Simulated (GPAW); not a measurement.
BN: relaxation of cell and atoms with revPBE

The system is BN.

```
N B
1.0
     0.00000    1.81300    1.81300
     1.81300    0.00000    1.81300
     1.81300    1.81300    0.00000
N B
1 1
Direct
  0.25000 0.25000 0.25000
  0.00000 0.00000 0.00000
```

The cell is a database's computed one.

```json
{
  "Program": "GPAW 26.7.0",
  "Task": "relaxation of cell and atoms",
  "Functional": "revPBE",
  "Potentials or basis": "the program's PAW data sets (release 1.2.1) made for this functional",
  "Cutoff": "800 eV",
  "Basis": "pw",
  "k mesh": "13 × 13 × 13",
  "Occupations": "fermi-dirac, width 0.05 eV",
  "Spin": "no spin polarisation",
  "Maxiter": "150",
  "Optimizer": "BFGS",
  "Fmax": "0.02 eV/Å",
  "Max steps": "60",
  "Convergence": "density=1e-05 forces=0.0001"
}
```

- Relaxed volume: 6.01 Å³/atom
- Relaxed cell: a = 2.571 Å, b = 2.571 Å, c = 2.571 Å, α = 60.00°, β = 60.00°, γ = 60.00°
- Space group after relaxing (to 0.05 Å): F-43m (No. 216)
- Energy gained by relaxing: 0.8 meV/atom
- Ionic steps: 3
- Pressure after relaxing: 0.0 GPa
- Band gap on the k mesh: 4.55 eV, indirect (least direct gap 8.80 eV)

The path:
| step | energy change (eV) | largest force (eV/Å) | pressure (GPa) | volume (Å³) |
| --- | --- | --- | --- | --- |
| 1 | 0.0000 | 0.0000 | 2.86 | 11.92 |
| 2 | -0.0006 | 0.0000 | 2.01 | 11.95 |
| 3 | -0.0016 | 0.0000 | 0.01 | 12.01 |

Final structure:
```
CELL_PARAMETERS angstrom
0.00000 1.81766 1.81766
1.81766 0.00000 1.81766
1.81766 1.81766 0.00000
ATOMIC_POSITIONS crystal
N 0.25000 0.25000 0.25000
B 0.00000 0.00000 0.00000
```

Levels at points of the mesh, in eV from the valence-band top:
```
           k point  band 2  band 3  band 4  band 5  band 6  band 7
(0.00, 0.00, 0.00)    0.00    0.00    0.00    8.80    8.80    8.80
```

Run time: 30 s on 1 thread of Arm Neoverse V2, on a shared host, peak memory 0.17 GiB.

Caveat: later steps reuse the first step's grids; an odd mesh through Γ misses points on the zone boundary, where band edges often lie. revPBE gaps usually lie below the measured ones, often by a third to a half.
